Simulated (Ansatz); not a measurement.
# CoO (CsCl type): one cell, many starting occupations (series 2), part 2 of 2

Aim: start the open shells of CoO (CsCl type) from different occupation matrices at one fixed cell, and see in which states the SCF ends. Cell and atoms stay fixed. This structure was made by substitution into a known type, so it needn't be the compound's stable form.

Ansatz 0.2.0; DFT PBE+U (U = 4 eV, J = 0.7 eV on Co d), plane waves, PAW. Earlier steps stand in the parts before.

## 4. Random orbitals: single harmonics, first filling

The input, input.yaml:

```yaml
crystal:
  lattice:
    - [2.57052631, 0.0, 0.0]
    - [0.0, 2.57052631, 0.0]
    - [0.0, 0.0, 2.57052631]
  atoms:
    - { symbol: Co, position: [0.0, 0.0, 0.0], spin: 3.0 }
    - { symbol: O, position: [0.5, 0.5, 0.5] }
basis:
  ecutwfc: 420
  ecutrho_ratio: 4
kpoints:
  mp_grid: { grid: [7, 7, 7] }
hamiltonian:
  xc: pbe
  hubbard:
    sites:
      - { site: 0, l: d, u: 4.0, j: 0.7, starting_ns: [{ spin: up, occupation_matrix: s0up }, { spin: down, occupation_matrix: s0down }] }
    occupation_matrices:
      s0up:
        matrix:
          - [0.97, 0.0, 0.0, 0.0, 0.0]
          - [0.0, 0.97, 0.0, 0.0, 0.0]
          - [0.0, 0.0, 0.97, 0.0, 0.0]
          - [0.0, 0.0, 0.0, 0.97, 0.0]
          - [0.0, 0.0, 0.0, 0.0, 0.97]
      s0down:
        matrix:
          - [0.02, 0.0, 0.0, 0.0, 0.0]
          - [0.0, 0.02, 0.0, 0.0, 0.0]
          - [0.0, 0.0, 0.02, 0.0, 0.0]
          - [0.0, 0.0, 0.0, 0.97, 0.0]
          - [0.0, 0.0, 0.0, 0.0, 0.97]
    ns_hold: { iters: 12 }
scf:
  occupations: { method: gaussian, width: 0.05 }
  lower_state_search: "off"
  max_iter: 150
output:
  forces: true
  stress: true
  eigenvalues: true
  populations: true
  hubbard: { sites: [{ site: 0, l: d }] }
magnetization:
  spin_polarized: true
```

The typed matrices put 0.97 on the chosen orbitals and 0.02 on the others, and are held for 12 cycles.

On the command line:

```bash
ansatz run input.yaml --threads 2 --pin off --max-ram 3072MiB --backend cpu --events-out ev --progress --plain --runs-dir out
```

The log of the run, cut to the lines that bear on the results:

```text
Warning: crystal.symmetry: narrowed to the stabiliser of the occupation matrices — unitary ops 48 → 16; lowered by the specified shell (site 0, l: d); largest admitted image defect 8.9e-16, smallest excluded 9.5e-1 — at a splitting's scale: the group the occupation matrices' own texture admits
Warning: RAYON_NUM_THREADS=2 ignored (pool sized by the plan → 2); use --threads N
Co: projections on atomic orbitals take those of the free atom [Ne] 3s2 3p6 3d7 4s2, of charge +0.00 (hamiltonian.pseudopotentials.projection_atoms); the dataset's partial waves leave at most 1.4e-6 of an orbital's norm unspanned inside its sphere
O: projections on atomic orbitals take those of the free atom [He] 2s2 2p4, of charge +0.00 (hamiltonian.pseudopotentials.projection_atoms); the dataset's partial waves leave at most 1.9e-8 of an orbital's norm unspanned inside its sphere
[...]
Pseudopotentials: kind: paw
Pseudopotential: Co, paw, valence charge 17, recommended cutoff 420 eV (normal), Co.paw.azcp
Pseudopotential: O, paw, valence charge 6, recommended cutoff 420 eV (normal), O.paw.azcp
Functional definition: PBE
[...]
Crystal: 2 atoms, lattice volume = 16.985 Å³
[...]
WARN: hamiltonian.hubbard: on 1 of 2 specified blocks the occupation matrix of this SCF's result fails the test of the specified filling. At site 0 ↓ (sites count from 0 in the list of atoms of the cell that this SCF solves) the least filled combination of the orbitals specified full has [...]
        0.000000       0.000000      24.277971
  P = ⅓ Tr σ = 24.2779 GPa (242.779 kbar)
--- Band table (eV; the first three rows and the last of 80) ---
  k-point 0 ↑: bands = ["-81.2170", "-44.4320", "-44.4320", "-44.4320", "-4.1564", "10.4607", "10.4607", "11.2380", "11.2380", "11.2380", "13.8047", "13.8047", "13.8047", "17.3140", "31.9807", "31.9807", "36.7459"]
[...]
Occupation matrices written to <dir>
--- Löwdin populations: 2 sites ---
  site symbol       q [e]    m [muB]
     0     Co     15.8426     2.6328
     1      O      7.0206     0.3628
  spilling = 0.005947 (of n_electrons = 23.000000)
--- Occupation matrices: 1 shell (run DFT+U table (all-electron-ortho-atomic); ε = 2.03e-4) ---
  Co0 d_3D: site group Oh (m-3m)
  Co0 d_3D up     Tr n = 4.9783  λ = 0.992 0.992 0.998 0.998 0.998  [2× z2 0.50 (Eg 1.00) Eg(1.00) | 3× xz 0.33 (T2g 1.00) T2g(1.00)]
  Co0 d_3D dn     Tr n = 2.3387  λ = 0.123 0.123 0.123 0.985 0.985  [3× xz 0.33 (T2g 1.00) T2g(1.00) | 2× z2 0.50 (Eg 1.00) Eg(1.00)]
  specified occupation → Co0 d_3D up: matrix, ‖Δ‖_F = 0.0577, Tr Δ = -0.1283, displaced = 0.0642, d_λ = 0.0577; orbital distance = 0.0000
  specified occupation → Co0 d_3D dn: matrix, ‖Δ‖_F = 1.2923, Tr Δ = -0.3387, displaced = 1.0164, d_λ = 0.1795; orbital distance = 1.4142
  Tr n, λ and their labels are of the run-group-symmetrised matrices; stabiliser: 48 of 96 elements of G0×{1,Θ} (closed), max defect 3.8e-7 at τ = 4.3e-5
```

Run time: 4.2 s. Hardware: 2 threads of Arm Neoverse V1, shared host; peak memory 0.28 GiB.

Result: a gap on the mesh of 1.64 eV, pressure 24.3 GPa, moments in spheres Co 2.59; O 0.30 μB, largest force component 0.00 eV/Å, 16 symmetry operations imposed. The program reports that the typed filling wasn't kept.

How the shells are filled (orbitals counted by the eigenvalues of the occupation matrices):

| shell | channel | electrons | over 0.8 | 0.2 to 0.8 | under 0.2 |
| --- | --- | --- | --- | --- | --- |
| Co 3d (atom 1) | up | 4.98 | 5 | 0 | 0 |
| Co 3d (atom 1) | down | 2.34 | 2 | 0 | 3 |

## 5. Random orbitals: fully mixed, one electron more

input.yaml, as its differences from that of step 4:

```diff
@@ -6,3 +6,3 @@
   atoms:
-    - { symbol: Co, position: [0.0, 0.0, 0.0], spin: 3.0 }
+    - { symbol: Co, position: [0.0, 0.0, 0.0], spin: 2.0 }
     - { symbol: O, position: [0.5, 0.5, 0.5] }
@@ -28,8 +28,8 @@
         matrix:
-          - [0.02, 0.0, 0.0, 0.0, 0.0]
-          - [0.0, 0.02, 0.0, 0.0, 0.0]
-          - [0.0, 0.0, 0.02, 0.0, 0.0]
-          - [0.0, 0.0, 0.0, 0.97, 0.0]
-          - [0.0, 0.0, 0.0, 0.0, 0.97]
-    ns_hold: { iters: 12 }
+          - [0.20024, 0.03501, -0.35231, 0.08645, 0.07693]
+          - [0.03501, 0.87228, 0.09547, 0.16623, 0.21286]
+          - [-0.35231, 0.09547, 0.74309, -0.10107, -0.14361]
+          - [0.08645, 0.16623, -0.10107, 0.65905, -0.39165]
+          - [0.07693, 0.21286, -0.14361, -0.39165, 0.47534]
+    ns_hold: { iters: 5 }
 scf:
```

The typed matrices put 0.97 on the chosen orbitals and 0.02 on the others, and are held for 5 cycles.

On the command line:

```bash
ansatz run input.yaml --threads 2 --pin off --max-ram 3072MiB --backend cpu --events-out ev --progress --plain --runs-dir out
```

The log of the run, cut to the lines that bear on the results:

```text
Warning: crystal.symmetry: narrowed to the stabiliser of the occupation matrices — unitary ops 48 → 2; lowered by the specified shell (site 0, l: d); largest admitted image defect 4.4e-16, smallest excluded 2.7e-1 — at a splitting's scale: the group the occupation matrices' own texture admits
Warning: RAYON_NUM_THREADS=2 ignored (pool sized by the plan → 2); use --threads N
Co: projections on atomic orbitals take those of the free atom [Ne] 3s2 3p6 3d7 4s2, of charge +0.00 (hamiltonian.pseudopotentials.projection_atoms); the dataset's partial waves leave at most 1.4e-6 of an orbital's norm unspanned inside its sphere
O: projections on atomic orbitals take those of the free atom [He] 2s2 2p4, of charge +0.00 (hamiltonian.pseudopotentials.projection_atoms); the dataset's partial waves leave at most 1.9e-8 of an orbital's norm unspanned inside its sphere
[...]
[... 4 set-up lines as earlier in the session ...]
[...]
Crystal: 2 atoms, lattice volume = 16.985 Å³
[...]
WARN: hamiltonian.hubbard: on 1 of 2 specified blocks the occupation matrix of this SCF's result fails the test of the specified filling. At site 0 ↓ (sites count from 0 in the list of atoms of the cell that this SCF solves) the least filled combination of the orbitals specified full has [...]
        0.000178      24.276257      -0.000017
       -0.000095      -0.000865      24.276279
  P = ⅓ Tr σ = 24.2762 GPa (242.762 kbar)
--- Band table (eV; the first three rows and the last of 344) ---
  k-point 0 ↑: bands = ["-81.2169", "-44.4319", "-44.4318", "-44.4318", "-4.1566", "10.4608", "10.4608", "11.2381", "11.2381", "11.2381", "13.8045", "13.8045", "13.8045", "17.3139", "31.9807", "31.9807", "36.7458"]
[...]
Occupation matrices written to <dir>
--- Löwdin populations: 2 sites ---
  site symbol       q [e]    m [muB]
     0     Co     15.8426     2.6328
     1      O      7.0207     0.3628
  spilling = 0.005946 (of n_electrons = 23.000000)
--- Occupation matrices: 1 shell (run DFT+U table (all-electron-ortho-atomic); ε = 6.82e-3) ---
  Co0 d_3D: site group Oh (m-3m)
  Co0 d_3D up     Tr n = 4.9783  λ = 0.992 0.992 0.998 0.998 0.998  [5× z2 0.20 (T2g 0.60) T2g(0.60)]
  Co0 d_3D dn     Tr n = 2.3386  λ = 0.123 0.123 0.123 0.985 0.985  [3× xz 0.33 (T2g 1.00) T2g(1.00) | 2× z2 0.50 (Eg 1.00) Eg(1.00)]
  specified occupation → Co0 d_3D up: matrix, ‖Δ‖_F = 0.0577, Tr Δ = -0.1283, displaced = 0.0642, d_λ = 0.0577; orbital distance = 0.0000
  specified occupation → Co0 d_3D dn: matrix, ‖Δ‖_F = 1.6132, Tr Δ = +0.6114, displaced = 1.7540, d_λ = 0.8598; orbital distance = 1.4776
  Tr n, λ and their labels are of the run-group-symmetrised matrices; stabiliser: 48 of 96 elements of G0×{1,Θ} (closed), max defect 4.7e-4 at τ = 1.4e-3
```

Run time: 16 s. Hardware: 2 threads of Arm Neoverse V1, shared host; peak memory 0.38 GiB.

Result: a gap on the mesh of 1.64 eV, pressure 24.3 GPa, moments in spheres Co 2.59; O 0.30 μB, largest force component 0.00 eV/Å, 2 symmetry operations imposed. The program reports that the typed filling wasn't kept.

The shells' filling, with natural orbitals sorted by occupation:

| shell | channel | electrons | over 0.8 | 0.2 to 0.8 | under 0.2 |
| --- | --- | --- | --- | --- | --- |
| Co 3d (atom 1) | up | 4.98 | 5 | 0 | 0 |
| Co 3d (atom 1) | down | 2.34 | 2 | 0 | 3 |

## 6. Random orbitals: drawn by pairs, second filling

The input, input.yaml:

```yaml
crystal:
  lattice:
    - [2.57052631, 0.0, 0.0]
    - [0.0, 2.57052631, 0.0]
    - [0.0, 0.0, 2.57052631]
  atoms:
    - { symbol: Co, position: [0.0, 0.0, 0.0], spin: 1.0 }
    - { symbol: O, position: [0.5, 0.5, 0.5] }
basis:
  ecutwfc: 420
  ecutrho_ratio: 4
kpoints:
  mp_grid: { grid: [7, 7, 7] }
hamiltonian:
  xc: pbe
  hubbard:
    sites:
      - { site: 0, l: d, u: 4.0, j: 0.7, starting_ns: [{ spin: up, occupation_matrix: s0up }, { spin: down, occupation_matrix: s0down }] }
    occupation_matrices:
      s0up:
        matrix:
          - [0.495, 0.0, 0.0, 0.475, 0.0]
          - [0.0, 0.97, 0.0, 0.0, 0.0]
          - [0.0, 0.0, 0.97, 0.0, 0.0]
          - [0.475, 0.0, 0.0, 0.495, 0.0]
          - [0.0, 0.0, 0.0, 0.0, 0.97]
      s0down:
        matrix:
          - [0.97, 0.0, 0.0, 0.0, 0.0]
          - [0.0, 0.02, 0.0, 0.0, 0.0]
          - [0.0, 0.0, 0.97, 0.0, 0.0]
          - [0.0, 0.0, 0.0, 0.02, 0.0]
          - [0.0, 0.0, 0.0, 0.0, 0.97]
    ns_hold: { iters: 5 }
scf:
  occupations: { method: gaussian, width: 0.05 }
  lower_state_search: "off"
  max_iter: 150
output:
  forces: true
  stress: true
  eigenvalues: true
  populations: true
  hubbard: { sites: [{ site: 0, l: d }] }
magnetization:
  spin_polarized: true
```

The typed matrices put 0.97 on the chosen orbitals and 0.02 on the others, and are held for 5 cycles.

On the command line:

```bash
ansatz run input.yaml --threads 2 --pin off --max-ram 3072MiB --backend cpu --events-out ev --progress --plain --runs-dir out
```

The log of the run, cut to the lines that bear on the results:

```text
Warning: crystal.symmetry: narrowed to the stabiliser of the occupation matrices — unitary ops 48 → 8; lowered by the specified shell (site 0, l: d); largest admitted image defect 4.4e-16, smallest excluded 7.1e-1 — at a splitting's scale: the group the occupation matrices' own texture admits
Warning: RAYON_NUM_THREADS=2 ignored (pool sized by the plan → 2); use --threads N
Co: projections on atomic orbitals take those of the free atom [Ne] 3s2 3p6 3d7 4s2, of charge +0.00 (hamiltonian.pseudopotentials.projection_atoms); the dataset's partial waves leave at most 1.4e-6 of an orbital's norm unspanned inside its sphere
O: projections on atomic orbitals take those of the free atom [He] 2s2 2p4, of charge +0.00 (hamiltonian.pseudopotentials.projection_atoms); the dataset's partial waves leave at most 1.9e-8 of an orbital's norm unspanned inside its sphere
[...]
[... 4 set-up lines as earlier in the session ...]
[...]
Crystal: 2 atoms, lattice volume = 16.985 Å³
[...]
WARN: hamiltonian.hubbard: on 2 of 2 specified blocks the occupation matrix of this SCF's result fails the test of the specified filling. At site 0 ↑ (sites count from 0 in the list of atoms of the cell that this SCF solves) the least filled combination of the orbitals specified full has [...]
        0.000000       0.000000      37.245716
  P = ⅓ Tr σ = 31.8663 GPa (318.663 kbar)
--- Band table (eV; the first three rows and the last of 128) ---
  k-point 0 ↑: bands = ["-81.0356", "-44.3239", "-44.2262", "-44.2261", "-4.1799", "9.2176", "10.5056", "11.3907", "11.3907", "12.9538", "13.7553", "13.7553", "13.8288", "17.2643", "31.6527", "32.0594"]
[...]
Occupation matrices written to <dir>
--- Löwdin populations: 2 sites ---
  site symbol       q [e]    m [muB]
     0     Co     15.8508     2.6264
     1      O      7.0116     0.3715
  spilling = 0.005985 (of n_electrons = 23.000000)
--- Occupation matrices: 1 shell (run DFT+U table (all-electron-ortho-atomic); ε = 8.68e-3) ---
  Co0 d_3D: site group Oh (m-3m)
  Co0 d_3D up     Tr n = 4.9792  λ = 0.992 0.995 0.997 0.998 0.998  [5× z2 0.20 (T2g 0.60) T2g(0.60)]
  Co0 d_3D dn     Tr n = 2.3453  λ = 0.136 0.136 0.164 0.947 0.962  [2× xz 0.50 (T2g 1.00) T2g(1.00) | x2-y2 1.00 (Eg 1.00) Eg(1.00) | xy 1.00 (T2g 1.00) T2g(1.00) | z2 1.00 (Eg 1.00) Eg(1.00)]
  specified occupation → Co0 d_3D up: matrix, ‖Δ‖_F = 0.9748, Tr Δ = -1.0792, displaced = 0.5396, d_λ = 0.9734; orbital distance = 0.8944
  specified occupation → Co0 d_3D dn: matrix, ‖Δ‖_F = 0.8541, Tr Δ = +0.6047, displaced = 0.5625, d_λ = 0.8234; orbital distance = 1.4142
  Tr n, λ and their labels are of the run-group-symmetrised matrices; stabiliser: 16 of 96 elements of G0×{1,Θ} (closed), max defect 2.8e-5 at τ = 1.8e-3
```

It took 4.8 s on 2 threads of Arm Neoverse V1, shared host; peak memory 0.3 GiB.

End state: no gap, pressure 31.9 GPa, moments in spheres Co 2.56; O 0.32 μB, largest force component 0.00 eV/Å, 8 symmetry operations imposed. The program reports that the typed filling wasn't kept.

How the shells are filled (orbitals counted by the eigenvalues of the occupation matrices):

| shell | channel | electrons | over 0.8 | 0.2 to 0.8 | under 0.2 |
| --- | --- | --- | --- | --- | --- |
| Co 3d (atom 1) | up | 4.98 | 5 | 0 | 0 |
| Co 3d (atom 1) | down | 2.35 | 2 | 0 | 3 |

## 7. The states in order of energy

What follows sums up all 2 parts.

Energies count from the lowest free state and have the smearing extrapolated to zero.

| start | energy (meV/atom) | gap (eV) | pressure (GPa) | largest moment (μB) | SCF cycles | time |
| --- | --- | --- | --- | --- | --- | --- |
| from atoms, default search (earlier series) | 0.0 | 1.64 | 24.3 | 2.59 | 18 | 2.8 s |
| random orbitals: single harmonics, first filling | 0.0 | 1.64 | 24.3 | 2.59 | 29 | 4.2 s |
| random orbitals: fully mixed, one electron more | 0.0 | 1.64 | 24.3 | 2.59 | 36 | 16 s |
| random orbitals: fully mixed, first filling | 0.0 | 1.64 | 24.3 | 2.59 | 37 | 23 s |
| random orbitals: single harmonics, second filling | 376.7 | metal | 31.9 | 2.56 | 31 | 5.8 s |
| random orbitals: drawn by pairs, second filling | 376.7 | metal | 31.9 | 2.56 | 25 | 4.8 s |

The 6 free runs end at 2 energies more than 1 meV/atom apart (states closer than that can still differ), spread over 377 meV/atom; the lowest came from «from atoms, default search (earlier series)» and 3 more starts. Their gaps on the mesh range from zero to 1.64 eV, so the gap depends on the state reached. The run with the program's default settings reaches the lowest one found. The lowest state found need not be the ground state, and the geometry wasn't relaxed for any of them.
